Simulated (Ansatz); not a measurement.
The system is HfO2.

```
Hf O
1.0
     4.81353    0.00000    0.00000
     0.00000    4.81353    0.00000
     0.00000    0.00000    3.20542
Hf O
2 4
Direct
  0.50000 0.50000 0.50000
  0.00000 0.00000 0.00000
  0.80504 0.19496 0.50000
  0.69496 0.69496 0.00000
  0.30504 0.30504 0.00000
  0.19496 0.80504 0.50000
```

Measurements of this composition are mostly on another form, of space group No. 14.

- Program: Ansatz 0.2.0
- Task: relaxation of cell and atoms
- Functional: revPBE
- Potentials or basis: Ansatz PAW
- Cutoff: 420 eV (not typed: the program's choice for these potentials)
- k mesh: 6 × 6 × 8
- Occupations: fermi-dirac, width 0.05 eV
- Spin: no spin polarisation

At the start: volume 12.38 Å³/atom.

Where does the relaxation end?

It ends after 8 steps and the volume is 13.05 Å³/atom (+5.4 %); space group P4_2/mnm (No. 136, to 0.05 Å).

Step by step:
| step | energy change (eV) | largest force (eV/Å) | volume (Å³) |
| --- | --- | --- | --- |
| 1 | 0.0000 | 0.1005 | 74.27 |
| 2 | -0.1127 | 0.0745 | 78.81 |
| 3 | -0.1197 | 0.0164 | 78.15 |
| 4 | -0.1200 | 0.0052 | 78.11 |
| 5 | -0.1199 | 0.0034 | 78.12 |
| 6 | -0.1405 | 0.0029 | 78.12 |
| 7 | -0.1401 | 0.0001 | 78.29 |
| 8 | -0.1407 | 0.0001 | 78.29 |

Final structure:
```yaml
crystal:
  lattice:
    - [4.90800, 0.00000, 0.00000]
    - [0.00000, 4.90800, 0.00000]
    - [0.00000, 0.00000, 3.25031]
  atoms:
    - { symbol: Hf, position: [0.50000, 0.50000, 0.50000] }
    - { symbol: Hf, position: [0.00000, 0.00000, 0.00000] }
    - { symbol: O, position: [0.80535, 0.19465, 0.50000] }
    - { symbol: O, position: [0.69465, 0.69465, 0.00000] }
    - { symbol: O, position: [0.30535, 0.30535, 0.00000] }
    - { symbol: O, position: [0.19465, 0.80535, 0.50000] }
```

Caveat: the plane-wave basis is chosen anew once the cell has moved, so the energies of steps on either side of that aren't comparable; the pressure holds a Pulay correction of +0.6 GPa for the finite cutoff; the PAW data sets come from PBE, with cores solved anew for the run's functional, which leaves a small shift of forces and pressure.
